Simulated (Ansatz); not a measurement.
The system is Ag.

```
CELL_PARAMETERS angstrom
0.00000 2.04275 2.04275
2.04275 0.00000 2.04275
2.04275 2.04275 0.00000
ATOMIC_POSITIONS crystal
Ag 0.00000 0.00000 0.00000
```

* Program: Ansatz 0.2.0
* Task: relaxation of cell and atoms
* Functional: LDA
* Potentials or basis: Ansatz PAW
* Cutoff: 420 eV (not typed: the program's choice for these potentials)
* k mesh: 11 × 11 × 11
* Occupations: fermi-dirac, width 0.05 eV
* Spin: no spin polarisation

At the start: volume 17.05 Å³/atom.

Problem. How do energy, volume and symmetry change on relaxing?

Solution. It ends after 4 steps and the volume is 15.97 Å³/atom (-6.3 %); space group Fm-3m (No. 225, to 0.05 Å).

The path:
| step | energy change (eV) | largest force (eV/Å) | volume (Å³) |
| --- | --- | --- | --- |
| 1 | 0.0000 | 0.0000 | 17.05 |
| 2 | -0.0269 | 0.0000 | 16.13 |
| 3 | -0.0276 | 0.0000 | 15.97 |
| 4 | -0.0274 | 0.0000 | 15.97 |

Final structure:
```
Ag
1.0
     0.00000    1.99886    1.99886
     1.99886    0.00000    1.99886
     1.99886    1.99886    0.00000
Ag
1
Cartesian
  0.0000 0.0000 0.0000
```

Caveat: the plane-wave basis is chosen anew once the cell has moved, so the energies of steps on either side of that aren't comparable; the PAW data sets come from PBE, with cores solved anew for the run's functional, which leaves a small shift of forces and pressure.
